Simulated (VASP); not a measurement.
NaF (Villiaumite):

```
CELL_PARAMETERS angstrom
0.00000 2.32000 2.32000
2.32000 0.00000 2.32000
2.32000 2.32000 0.00000
ATOMIC_POSITIONS crystal
Na 0.00000 0.00000 0.00000
F 0.50000 0.50000 0.50000
```

* Program: VASP 6.6.1
* Task: single point
* Functional: r2SCAN
* Potentials or basis: VASP PAW PBE potentials, release 64 (Na_pv, F)
* Cutoff: 900 eV
* k mesh: 12 × 12 × 12
* Occupations: gaussian, width 0.02 eV
* Spin: no spin polarisation

On this cell: pressure -1.9 GPa; largest force zero by symmetry; band gap on the k mesh 7.16 eV, direct.

The same run follows on a disturbed copy (grid = ENCUT=900 k=12x12x12 ISMEAR=0 SIGMA=0.02 PREC=Accurate EDIFF=1e-08 LREAL=False ADDGRID=False LASPH=True; atoms moved at random, drawn with an rms of 0.1 Å):

```
CELL_PARAMETERS angstrom
0.00000 2.32000 2.32000
2.32000 0.00000 2.32000
2.32000 2.32000 0.00000
ATOMIC_POSITIONS crystal
Na 0.02588 0.96325 0.00178
F 0.48224 0.53777 0.47996
```

**Question.** What does the disturbed cell give?

**Answer.** The energy moves by +25.0 meV/atom; pressure -0.5 GPa; largest force 0.497 eV/Å; band gap on the k mesh 7.14 eV, direct.

Forces in eV/Å, atoms in the order of the input:
```
Na   0.284 -0.379  0.150
F   -0.284  0.379 -0.150
```

Stress tensor (GPa, compression positive):
```
-0.40  0.49 -0.20
 0.49  0.51  0.31
-0.20  0.31 -1.62
```

Caveats: the PAW data sets were made with another functional, which shifts forces and pressure a little.

A k mesh can miss the band edges.
